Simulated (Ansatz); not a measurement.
# CdTe (F-43m) in Ansatz: a series of runs

One crystal, CdTe, is run at these levels: revPBE+D4; tasks: single point, equation of state.

Everything below comes from runs of Ansatz 0.2.0. Logs are shortened: lines on timing, memory, paths and dates and some standing lists are left out, and cuts for length are marked.

**Measured values to compare with.**

From “Multiscale insight into the Cd1-xZnxTe vibrational-mechanical properties -- High-pressure experiments and ab initio calculations”, 2023, arxiv:2306.14539, for a powder of CdTe: bulk modulus 42 ± 2 GPa.

The runs below are set against these values where they give the same quantity.

### 1 The structure

The structure is cubic, space group F-43m (No. 216). Conventional cell: a = 6.410 Å, b = 6.410 Å, c = 6.410 Å, α = 90.00°, β = 90.00°, γ = 90.00°. Te (site symmetry -43m) has 4 Cd at 2.78 Å as nearest neighbours. Cd (site symmetry -43m) has 4 Te at 2.78 Å as nearest neighbours.

### 2 Single point, revPBE+D4, 30.95 Å³/atom (volume scaled by 0.94)

Contents of input.yaml:

```yaml
crystal:
  lattice:
    - [0.0, 3.1395734784, 3.1395734784]
    - [3.1395734784, 0.0, 3.1395734784]
    - [3.1395734784, 3.1395734784, 0.0]
  atoms:
    - { symbol: Te, position: [0.75, 0.75, 0.75] }
    - { symbol: Cd, position: [0.0, 0.0, 0.0] }
hamiltonian:
  xc: revpbe
  pseudopotentials: { kind: paw }
  dispersion: d4
kpoints:
  mp_grid: { grid: [7, 7, 7] }
scf:
  occupations: { method: fermi_dirac, width: 0.05 }
output:
  forces: true
  stress: true
  eigenvalues: true
```

Potentials or basis: Ansatz PAW.

Run with:

```
$ ansatz run input.yaml --threads 2 --pin off --max-ram 5120MiB --backend cpu --events-out ev --progress --plain --runs-dir out
```

The log of the run:

```text
Warning: RAYON_NUM_THREADS=2 ignored (pool sized by the plan → 2); use --threads N
Engine: ansatz 0.2.0, x86_64-unknown-linux-gnu
Pseudopotentials: kind: paw
Pseudopotential: Te, paw, valence charge 16, recommended cutoff 420 eV (normal), Te.paw.azcp
Pseudopotential: Cd, paw, valence charge 20, recommended cutoff 420 eV (normal), Cd.paw.azcp
Functional definition: revPBE
  parameter kappa = 1.245
  parameter beta = 0.06672455060314922
  exchange = pbe_x(kappa = kappa, mu = beta*pi^2/3)
  correlation = pbe_c(beta = beta)
Crystal: 2 atoms, lattice volume = 61.893 Å³
Basis set: ecut = 420 eV, 1243 PW (Γ), exchange–correlation on 60×60×60 points (8 copies of the dense FFT grid, shifted against one another)
Bands: 22, of which v1, the nominal top of the filled ones, is band 18 counted from 1 (17 counted from 0)
Symmetry: 24 space group operations
Space group: F-43m (ITA 216), of the structure as read, at distance tolerance 4.0e-5 Å
k-points: 20 of 343 (time reversal used)
Non-local potential: Te, projectors of the file, l = 0: 2, l = 1: 2, l = 2: 2, l = 3: 2
Non-local potential: Cd, projectors of the file, l = 0: 3, l = 1: 2, l = 2: 2, l = 3: 1
PAW form: soft (Blöchl's): semilocal exchange-correlation on the pseudo side does not see the compensation charge
PAW frozen core: Te, regenerated for the run's functional, and the local potential with it (the file was generated under x = pbe(κ = 0.804, μ = 0.2195149727645171), c = pbe(β = 0.06672455060314922))
PAW frozen core: Cd, regenerated for the run's functional, and the local potential with it (the file was generated under x = pbe(κ = 0.804, μ = 0.2195149727645171), c = pbe(β = 0.06672455060314922))
PAW one-centre angular grid: Te, 590 points (default); XC on 64 Gauss nodes
PAW one-centre angular grid: Cd, 590 points (default); XC on 64 Gauss nodes
Initial density: superposition of atomic densities (neutral atoms: chi_scale 0, normalization atom), corrected by the library's trained network
Initial wavefunctions: pseudopotential atomic-orbital guess
Functional: x = revpbe(κ = 1.245, μ = 0.2195149727645171), c = pbe(β = 0.06672455060314922)
SCF iter   1: F=—  HF=-15248.542756 eV  |F-HF|=—  |Δ(HF+E_count)|=         —  Δρ=2.20e-3  dr2=2.53e-3  ethr=1.77e-3  ⟨swp⟩=6.0  Hψ=2092  notcnv=0
preconditioner: auto → none  [insulator: Δε(μ)=1.164 eV  Ē_g=11.908 eV  σ=0.050 eV  W_gap=1.00  n_scr=14 (ndim 8)  ℏωp=20.0 eV  f_vac=0.160  D(μ)=0.00/eV (n_scr^D=0)  ε∞_Penn≈3.8]
SCF iter   2: F=—  HF=-15248.542226 eV  |F-HF|=—  |Δ(HF+E_count)|=   5.31e-4  Δρ=8.75e-4  dr2=3.47e-4  ethr=7.03e-6  ⟨swp⟩=2.1  Hψ=975  notcnv=0
SCF iter   3: F=—  HF=-15248.542141 eV  |F-HF|=—  |Δ(HF+E_count)|=   8.41e-5  Δρ=2.69e-4  dr2=1.86e-5  ethr=9.63e-7  ⟨swp⟩=2.0  Hψ=744  notcnv=0
SCF iter   4: F=—  HF=-15248.542182 eV  |F-HF|=—  |Δ(HF+E_count)|=   4.07e-5  Δρ=5.81e-5  dr2=1.22e-6  ethr=5.17e-8  ⟨swp⟩=2.0  Hψ=620  notcnv=0
iter 5 did not close the SCF: its close was put off for the readings that it lacked (scf_convergence_deferred on its scf_iter line)
SCF iter   5: F=-15248.542185 eV  HF=-15248.542185 eV  |F-HF|=2.27e-7  |Δ(HF+E_count)|=   2.34e-6  Δρ=1.31e-5  dr2=6.35e-8  ethr=3.38e-9  ⟨swp⟩=2.1  Hψ=706  notcnv=0
SCF iter   6: F=-15248.542185 eV  HF=-15248.542185 eV  |F-HF|=2.65e-8  |Δ(HF+E_count)|=   2.48e-7  Δρ=3.20e-6  dr2=4.54e-9  ethr=1.76e-10  ⟨swp⟩=3.4  Hψ=1750  notcnv=0
SCF 1 converged in 6 iterations: F = -15248.542185 eV  dr2 = 4.54e-9
SCF converged after 6 iterations
Free energy (F): -15248.542185 eV
Harris-Foulkes:  -15248.542185 eV  (|F-HF|=2.65e-8)
Internal energy: -15248.542185 eV  (E = F + TS)
E sigma→0 (E₀):  -15248.542185 eV
Entropy (-TS):   -0.000000 eV (-0.000 meV/atom)
Fermi energy:    9.584217 eV
--- Per-component energies (eV) ---
  E_band       = -746.014201
  E_kinetic    = 687.801231
  E_local      = -5209.447688  (includes V_loc(G=0)·N_el)
  E_nonlocal   = -278.262472
  E_hartree    = 2650.287134
  E_xc         = -302.745018
  E_vxc        = -327.545008  (∫ρ·V_xc dr)
  E_paw        = -8757.638318  (= ΣΔE_a)
  E_vpaw       = -919.131289  (= ΣTr[D̂ρ^β])
  E_aug_tail   = -0.000153  (compensation charges beyond the density's cutoff)
  E_ewald      = -4037.159435
  E_disp       = -1.269163  (pairwise vdW)
  E_core_change = -0.108301  (= ΣΔE_core)
  E_smearing   = -0.000000  (= −TS)
  E_closure    = 0.000000  (closes the sum)
  Σ components = -15248.542185   (vs F -15248.542185, Δ=0.00e0)
--- Forces (eV/Å), atoms counted from 1 ---
  atom   1  Te     0.00000000    -0.00000000     0.00000000
  atom   2  Cd    -0.00000000    -0.00000000     0.00000000
  max |Σ_I F_I| component: 1.13e-16 eV/Å
--- Stress (GPa, compression-positive) ---
        5.623219      -0.000000      -0.000000
        0.000000       5.623219       0.000000
       -0.000000       0.000000       5.623219
  P = ⅓ Tr σ = 5.6232 GPa (56.232 kbar)
--- Band table (eV; the first three rows and the last of 20) ---
  k-point 0: bands = ["-93.4273", "-54.4923", "-54.4923", "-54.4923", "-27.2843", "-27.2843", "-27.2843", "-27.2723", "-27.2723", "-2.7678", "0.3104", "0.3104", "0.3104", "0.6480", "0.6480", "8.9670", "8.9670", "8.9670", "10.1422", "13.5466", "13.5466", "13.5466"]
  k-point 1: bands = ["-93.4273", "-54.4923", "-54.4923", "-54.4923", "-27.2843", "-27.2842", "-27.2842", "-27.2722", "-27.2722", "-2.6762", "0.3289", "0.3289", "0.3773", "0.6464", "0.6464", "7.4589", "8.7560", "8.7560", "11.0465", "13.6850", "13.8481", "13.8481"]
  k-point 2: bands = ["-93.4272", "-54.4923", "-54.4923", "-54.4923", "-27.2844", "-27.2840", "-27.2840", "-27.2721", "-27.2721", "-2.4693", "0.3660", "0.3660", "0.6198", "0.6484", "0.6484", "5.5676", "8.3562", "8.3562", "11.1526", "14.2063", "14.2063", "15.0342"]
  k-point 19: bands = ["-93.4272", "-54.4924", "-54.4923", "-54.4923", "-27.2845", "-27.2841", "-27.2834", "-27.2722", "-27.2718", "-2.1496", "0.4576", "0.4783", "0.6066", "0.6495", "1.3468", "4.3463", "6.0411", "6.8268", "12.7895", "13.9879", "15.0708", "15.8268"]
```

It took 1.6 s on 2 threads of Intel Xeon Platinum 8259CL at 2.50GHz (Skylake/Cascade Lake), shared host; peak memory 0.4 GiB.

What came out:

```
Free energy            : -15248.5422 eV
Pressure               : 5.6 GPa
Band gap on the k mesh : 1.18 eV, direct
```

Caveat: odd divisions of the mesh miss points on the zone boundary, where band edges often lie, so the gap on the mesh can be too wide; spin-orbit coupling is left out, which moves the levels of the heavy elements; the PAW data sets come from PBE, with cores solved anew for the run's functional, which leaves a small shift of forces and pressure.

### 3 Single point, revPBE+D4, 31.60 Å³/atom (volume scaled by 0.96)

Changes to input.yaml since step 2:

```diff
@@ -2,5 +2,5 @@
   lattice:
-    - [0.0, 3.1395734784, 3.1395734784]
-    - [3.1395734784, 0.0, 3.1395734784]
-    - [3.1395734784, 3.1395734784, 0.0]
+    - [0.0, 3.1616838793, 3.1616838793]
+    - [3.1616838793, 0.0, 3.1616838793]
+    - [3.1616838793, 3.1616838793, 0.0]
   atoms:
```

Potentials or basis: Ansatz PAW.

Run with:

```
$ ansatz run input.yaml --threads 2 --pin off --max-ram 5120MiB --backend cpu --events-out ev --progress --plain --runs-dir out
```

It took 2.1 s on 2 threads of Intel Xeon Platinum 8259CL at 2.50GHz (Skylake/Cascade Lake), shared host; peak memory 0.4 GiB.

Results (log left out):

```yaml
Free_energy: -15248.5830 eV
Pressure: 4.3 GPa
Band_gap_on_the_k_mesh: 1.11 eV, direct
```

Caveat: odd divisions of the mesh miss points on the zone boundary, where band edges often lie, so the gap on the mesh can be too wide; spin-orbit coupling is left out, which moves the levels of the heavy elements; the PAW data sets come from PBE, with cores solved anew for the run's functional, which leaves a small shift of forces and pressure.

### 4 Single point, revPBE+D4, 32.26 Å³/atom (volume scaled by 0.98)

Changes to input.yaml since step 3:

```diff
@@ -2,5 +2,5 @@
   lattice:
-    - [0.0, 3.1616838793, 3.1616838793]
-    - [3.1616838793, 0.0, 3.1616838793]
-    - [3.1616838793, 3.1616838793, 0.0]
+    - [0.0, 3.1834892848, 3.1834892848]
+    - [3.1834892848, 0.0, 3.1834892848]
+    - [3.1834892848, 3.1834892848, 0.0]
   atoms:
```

Run with:

```
$ ansatz run input.yaml --threads 2 --pin off --max-ram 5120MiB --backend cpu --events-out ev --progress --plain --runs-dir out
```

Wall time 1.9 s (2 threads of Intel Xeon Platinum 8259CL at 2.50GHz (Skylake/Cascade Lake), shared host); peak memory 0.4 GiB.

Results (log left out):

```
Free energy            : -15248.6136 eV
Pressure               : 3.2 GPa
Band gap on the k mesh : 1.05 eV, direct
```

Caveat: odd divisions of the mesh miss points on the zone boundary, where band edges often lie, so the gap on the mesh can be too wide; spin-orbit coupling is left out, which moves the levels of the heavy elements; the PAW data sets come from PBE, with cores solved anew for the run's functional, which leaves a small shift of forces and pressure.

### 5 Single point, revPBE+D4, 32.92 Å³/atom

Changes to input.yaml since step 4:

```diff
@@ -2,5 +2,5 @@
   lattice:
-    - [0.0, 3.1834892848, 3.1834892848]
-    - [3.1834892848, 0.0, 3.1834892848]
-    - [3.1834892848, 3.1834892848, 0.0]
+    - [0.0, 3.205, 3.205]
+    - [3.205, 0.0, 3.205]
+    - [3.205, 3.205, 0.0]
   atoms:
```

Run with:

```
$ ansatz run input.yaml --threads 2 --pin off --max-ram 5120MiB --backend cpu --events-out ev --progress --plain --runs-dir out
```

Run time: 2.1 s. Hardware: 2 threads of Intel Xeon Platinum 8259CL at 2.50GHz (Skylake/Cascade Lake), shared host; peak memory 0.4 GiB.

It converged, with:

| Item | Value |
| --- | --- |
| Free energy | -15248.6351 eV |
| Pressure | 2.1 GPa |
| Band gap on the k mesh | 0.99 eV, direct |

Caveat: odd divisions of the mesh miss points on the zone boundary, where band edges often lie, so the gap on the mesh can be too wide; spin-orbit coupling is left out, which moves the levels of the heavy elements; the PAW data sets come from PBE, with cores solved anew for the run's functional, which leaves a small shift of forces and pressure.

### 6 Single point, revPBE+D4, 33.58 Å³/atom (volume scaled by 1.02)

Changes to input.yaml since step 5:

```diff
@@ -2,5 +2,5 @@
   lattice:
-    - [0.0, 3.205, 3.205]
-    - [3.205, 0.0, 3.205]
-    - [3.205, 3.205, 0.0]
+    - [0.0, 3.2262257841, 3.2262257841]
+    - [3.2262257841, 0.0, 3.2262257841]
+    - [3.2262257841, 3.2262257841, 0.0]
   atoms:
```

Potentials or basis: Ansatz PAW.

Run with:

```
$ ansatz run input.yaml --threads 2 --pin off --max-ram 5120MiB --backend cpu --events-out ev --progress --plain --runs-dir out
```

Run time: 2.2 s. Hardware: 2 threads of Intel Xeon Platinum 8259CL at 2.50GHz (Skylake/Cascade Lake), shared host; peak memory 0.41 GiB.

It converged, with:

```yaml
Free_energy: -15248.6485 eV
Pressure: 1.2 GPa
Band_gap_on_the_k_mesh: 0.92 eV, direct
```

Caveat: odd divisions of the mesh miss points on the zone boundary, where band edges often lie, so the gap on the mesh can be too wide; spin-orbit coupling is left out, which moves the levels of the heavy elements; the PAW data sets come from PBE, with cores solved anew for the run's functional, which leaves a small shift of forces and pressure.

### 7 Single point, revPBE+D4, 34.24 Å³/atom (volume scaled by 1.04)

Changes to input.yaml since step 6:

```diff
@@ -2,5 +2,5 @@
   lattice:
-    - [0.0, 3.2262257841, 3.2262257841]
-    - [3.2262257841, 0.0, 3.2262257841]
-    - [3.2262257841, 3.2262257841, 0.0]
+    - [0.0, 3.2471758892, 3.2471758892]
+    - [3.2471758892, 0.0, 3.2471758892]
+    - [3.2471758892, 3.2471758892, 0.0]
   atoms:
@@ -20 +20,5 @@
   eigenvalues: true
+  write_density: true
+  write_potential: true
+  elf: true
+  volumetric_format: npy
```

Run with:

```
$ ansatz run input.yaml --threads 2 --pin off --max-ram 5120MiB --backend cpu --events-out ev --progress --plain --runs-dir out
```

It took 2.4 s on 2 threads of Intel Xeon Platinum 8259CL at 2.50GHz (Skylake/Cascade Lake), shared host; peak memory 0.42 GiB.

It converged, with:

- Free energy: -15248.6547 eV
- Pressure: 0.3 GPa
- Band gap on the k mesh: 0.87 eV, direct

Caveat: odd divisions of the mesh miss points on the zone boundary, where band edges often lie, so the gap on the mesh can be too wide; spin-orbit coupling is left out, which moves the levels of the heavy elements; the PAW data sets come from PBE, with cores solved anew for the run's functional, which leaves a small shift of forces and pressure.

### 8 Single point, revPBE+D4, 34.90 Å³/atom (volume scaled by 1.06)

Changes to input.yaml since step 7:

```diff
@@ -2,5 +2,5 @@
   lattice:
-    - [0.0, 3.2471758892, 3.2471758892]
-    - [3.2471758892, 0.0, 3.2471758892]
-    - [3.2471758892, 3.2471758892, 0.0]
+    - [0.0, 3.2678590959, 3.2678590959]
+    - [3.2678590959, 0.0, 3.2678590959]
+    - [3.2678590959, 3.2678590959, 0.0]
   atoms:
```

Run with:

```
$ ansatz run input.yaml --threads 2 --pin off --max-ram 5120MiB --backend cpu --events-out ev --progress --plain --runs-dir out
```

Run time: 2.6 s. Hardware: 2 threads of Intel Xeon Platinum 8259CL at 2.50GHz (Skylake/Cascade Lake), shared host; peak memory 0.42 GiB.

It converged, with:

```
Free energy            : -15248.6544 eV
Pressure               : -0.4 GPa
Band gap on the k mesh : 0.81 eV, direct
```

Caveat: odd divisions of the mesh miss points on the zone boundary, where band edges often lie, so the gap on the mesh can be too wide; spin-orbit coupling is left out, which moves the levels of the heavy elements; the PAW data sets come from PBE, with cores solved anew for the run's functional, which leaves a small shift of forces and pressure.

### 9 Equation of state, revPBE+D4

Potentials or basis: Ansatz PAW.

No new run: the results of the series are fitted here.

What came out:

```
Equilibrium volume                      : 34.53 Å³/atom
Bulk modulus                            : 39 GPa
Pressure derivative of the bulk modulus : 4.9
```

Energy against volume, from the lowest point:
```tsv
volume (Å³/atom)	energy (meV/atom)
30.947	56.25
31.605	35.86
32.263	20.56
32.922	9.79
33.580	3.08
34.239	0.00
34.897	0.14
```

Caveat: the potentials were made for another functional, which shifts forces and pressure. Spin-orbit coupling is left out, which matters for the levels of Te.

### 10 Against experiment

Step 9. Measured bulk modulus of CdTe: 42 GPa (powder; quoted in “Multiscale insight into the Cd1-xZnxTe vibrational-mechanical properties -- High-pressure experiments and ab initio calculations”, 2023, arxiv:2306.14539). This calculation gives 39 GPa (-6.6 %). The fit is for a static lattice scaled at fixed shape and fixed fractional positions.
